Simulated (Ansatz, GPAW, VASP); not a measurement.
**Ge: programs and potentials compared**

```
CELL_PARAMETERS angstrom
0.00000 2.82891 2.82891
2.82891 0.00000 2.82891
2.82891 2.82891 0.00000
ATOMIC_POSITIONS crystal
Ge 0.75000 0.75000 0.75000
Ge 0.50000 0.50000 0.50000
```

Alike in all runs: task single point; functional PBE; k mesh 8 × 8 × 8; occupations gaussian, width 0.019 eV; no spin polarisation; no spin-orbit coupling. Pressure is positive in compression and, in plane waves, holds the error of the finite cutoff.

```csv
program and potentials,plane-wave cutoff (eV),notes,band gap (eV),pressure (GPa)
"Ansatz, all-electron LAPW, scalar-relativistic",-,-,0.04,3.57
"GPAW, GPAW PAW data sets (gpaw-data 1.2.1)",600,4 valence electrons an atom on average,0.09,3.84
"VASP, PBE PAW files Ge_d, 520 eV",520,14 valence electrons an atom on average,0.03,3.48
```

The band gap spans 0.03 (VASP, PBE PAW files Ge_d, 520 eV) to 0.09 eV (GPAW, GPAW PAW data sets (gpaw-data 1.2.1)), with all-electron results at 0.04. The pressure spans 3.48 (VASP, PBE PAW files Ge_d, 520 eV) to 3.84 GPa (GPAW, GPAW PAW data sets (gpaw-data 1.2.1)), with all-electron results at 3.57.

The functional is the same throughout but for its coding, so the spread measures potentials, basis and numerics; runs on potential files found faulty are left out.

All three runs leave germanium barely semiconducting, whereas the real crystal has a clear indirect gap. Because the all-electron result is just as small, the shortfall belongs to PBE rather than to the potentials: a semilocal functional lacks the derivative discontinuity and places the antibonding s-like conduction state at Γ too low. The positive pressures mean that the crystal would expand from this cell, which is close to the measured one, in line with PBE's usual underbinding of heavier semiconductors.

The VASP run, with the 3d shell in the valence, lies closer to the all-electron values in both gap and pressure than the four-electron GPAW run. Relaxation of the shallow 3d shell may contribute, but other differences between the data sets could do the same. The gap differences are small in absolute terms, yet comparable to the gap itself. Spin-orbit splitting would raise the valence-band top and probably close what remains, so these values don't support a semiconducting ground state within PBE.
